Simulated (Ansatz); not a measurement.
## ZnS: from a guess to a relaxed structure

All numbers below come from Ansatz, DFT PBE, scalar-relativistic, plane waves, PAW. Cutoff 420 eV, Gaussian smearing, Γ-centred meshes. Cell and atoms relax first on a coarse mesh and then on a finer one. In between, the cell is made exact in the group found at 0.06 Å. In metals the finer mesh still leaves noise of several meV/atom or more. The steps can't lower the symmetry of their start. No spin polarisation.

A trial structure of ZnS was built thus: ordered vacancies on the cation sites of antifluorite (P4_2/mmc, No. 131) (occupants of the shared sites, in ratio, Zn: 2, vacant: 2). Lengths were set from tabulated atomic sizes, so they are only a guess.

```xyz
4
Lattice="3.9976 0.0000 0.0000 0.0000 3.9976 0.0000 0.0000 0.0000 5.6534" Properties=species:S:1:pos:R:3 pbc="T T T"
Zn    1.9988    1.9988    1.4134
Zn    1.9988    1.9988    4.2401
S     0.0000    1.9988    0.0000
S     1.9988    0.0000    2.8267
```

Formation energies are uncorrected and refer to the elements' standard structures at the same level.

Q: What does it relax into?

A: The symmetry stays P4_2/mmc (No. 131). The volume per atom shrinks by 10.0 %, from 22.6 to 20.3 Å³. The shortest distance goes from 2.45 Å (Zn–S) to 2.38 Å (Zn–S). The ratio c/a of the conventional cell changes by a factor of 1.17. The energy falls by about 0.11 eV/atom (the start's value is from the coarse mesh). Conventional cell: a = 3.666 Å, c = 6.049 Å. Zn has 4 S at 2.38 Å; around S lie 4 Zn at 2.38 Å.

```cif
data_structure
_symmetry_space_group_name_H-M 'P4_2/mmc'
_symmetry_Int_Tables_number 131
_cell_length_a 3.6659
_cell_length_b 3.6659
_cell_length_c 6.0486
_cell_angle_alpha 90.000
_cell_angle_beta 90.000
_cell_angle_gamma 90.000
_cell_volume 81.29
loop_
_atom_site_label
_atom_site_type_symbol
_atom_site_symmetry_multiplicity
_atom_site_Wyckoff_symbol
_atom_site_fract_x
_atom_site_fract_y
_atom_site_fract_z
_atom_site_occupancy
Zn1 Zn 2 f 0.50000 0.50000 0.25000 1
S1 S 2 c 0.00000 0.50000 0.00000 1
```

Q: How does it come out in energy, and is it a metal?

A: The energy over the elements is −0.44 eV/atom. The gap on the 12×12×8 mesh of the 4-atom cell is 0.03 eV by band count, less than the smearing, so the run treats it as a metal.

A negative formation energy is needed for stability but isn't enough: competing phases decide.

The last run used Gaussian smearing of 0.10 eV. The reference form of S is held partly by dispersion forces, which this level lacks. Symmetry constrained the relaxation, so the result can be a saddle point. In all, the 4 runs took 21 s on 1 thread of AMD EPYC 9R45 96-Core Processor (Zen 5), on a shared host.
